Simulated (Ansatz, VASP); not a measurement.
**Two plane-wave programs on HfO2**

```
CELL_PARAMETERS angstrom
5.14892 0.00000 0.00000
0.00000 4.93712 0.00000
0.00000 0.00000 4.96467
ATOMIC_POSITIONS crystal
Hf 0.96699 0.73252 0.74144
Hf 0.53301 0.73252 0.24144
Hf 0.46699 0.26748 0.74144
Hf 0.03301 0.26748 0.24144
O 0.63213 0.92865 0.87927
O 0.86787 0.92865 0.37927
O 0.23395 0.53988 0.49229
O 0.26605 0.53988 0.99229
O 0.76605 0.46012 0.99229
O 0.73395 0.46012 0.49229
O 0.13213 0.07135 0.87927
O 0.36787 0.07135 0.37927
```

Change from the starting cell: volume scaled by 0.96.

Alike in both runs: task single point; functional PBE; k mesh 5 × 6 × 5; occupations fermi-dirac, width 0.05 eV; no spin polarisation.

```csv
,VASP,Ansatz
version,VASP 6.6.1,Ansatz 0.2.0
potentials or method,"VASP PAW PBE potentials, release 64 (Hf_pv, O)",Ansatz PAW
plane-wave cutoff (eV),520,420
valence electrons in the cell,88,152
```

VASP gave:

| Quantity | Value |
| --- | --- |
| gap on the k mesh at the Fermi level (eV) | 4.58 |
| least direct gap on the mesh (eV) | 4.78 |
| pressure (GPa) | 18.5 |
| largest component of the traceless stress (GPa) | 0.72 |
| rms of the force components (eV/Å) | 0.113 |

Question: Estimate Ansatz's values.

Answer: gap on the k mesh at the Fermi level (eV): 4.62; least direct gap on the mesh (eV): 4.82; pressure (GPa): 22.2; largest component of the traceless stress (GPa): 0.73; rms of the force components (eV/Å): 0.137.

Atom by atom the forces differ by 0.032 eV/Å (rms over components). The two sets of potentials don't hold the same shells in valence.

Caveats: spin-orbit coupling is left out, which moves the levels of the heavy elements; an odd mesh through Γ misses points on the zone boundary, where band edges often lie (VASP); odd divisions of the mesh miss points on the zone boundary, where band edges often lie, so the gap on the mesh can be too wide (Ansatz); the pressure holds a Pulay correction of +0.9 GPa for the finite cutoff (Ansatz).
